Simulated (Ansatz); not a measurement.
**W: a ladder of calculations**

Cell of run 1: a COD entry.

Space group Pm-3n (No. 223); a = 5.0830 Å.

```
site  Wyckoff  site symmetry       x       y       z
  W1       2a           m-3.  0.0000  0.0000  0.0000
  W3       6c          -4m.2  0.0000  0.5000  0.2500
```

One atom of each set is listed.

Relaxed positions (PBE, cell held):

W1 (0.0000, 0.0000, 0.0000)
W3 (0.0000, 0.5000, 0.2500)

All runs are DFT with Ansatz 0.2.0 (plane waves and PAW, scalar-relativistic unless spin–orbit coupling is named, Γ-centred meshes, Fermi–Dirac smearing where given) in this cell.

Run 1: PBE, atoms as given; 420 eV, 9×9×9 k-points, smearing 0.02 eV.
Run 2: r2SCAN, at the relaxed atoms; 500 eV, 9×9×9 k-points, smearing 0.05 eV.
Run 3: PBE with spin–orbit coupling, at the relaxed atoms; 420 eV, 9×9×9 k-points, smearing 0.05 eV.
Run 4: LDA, at the relaxed atoms; 420 eV, 9×9×9 k-points, smearing 0.05 eV.
Run 5: PBEsol, at the relaxed atoms; 420 eV, 9×9×9 k-points, smearing 0.05 eV.

**Question.** What does each run give, and what moves the gradients most?

**Answer.** 

```csv
run,W3 V_zz (η)
1,-6.40 (0.00)
2,-5.38 (0.00)
3,-9.13 (0.00)
4,-6.39 (0.00)
5,-6.35 (0.00)
```

V_zz in 10²¹ V/m²; 1 of the 2 sets of like atoms are followed. Against run 1, the gradient tensors on these sites move by at most 1.03 in run 2 (W3), 2.73 in run 3 (W3), 0.01 in run 4, 0.05 in run 5 (W3). Taken one at a time, spin–orbit coupling moves the tensors on these sites by up to 2.73 (largest principal value of the change, on W3), the functional (between the two that differ most) by 1.03 (W3).

In runs 1, 2, 3, 4, 5 there is no gap above 0.1 eV, so the gradients can move by 10 % or more with the k-mesh. The cell isn't the equilibrium one in runs 2, 4, 5 (calculated pressure -5, -14, -9 GPa), and the entry's cell may itself be off.
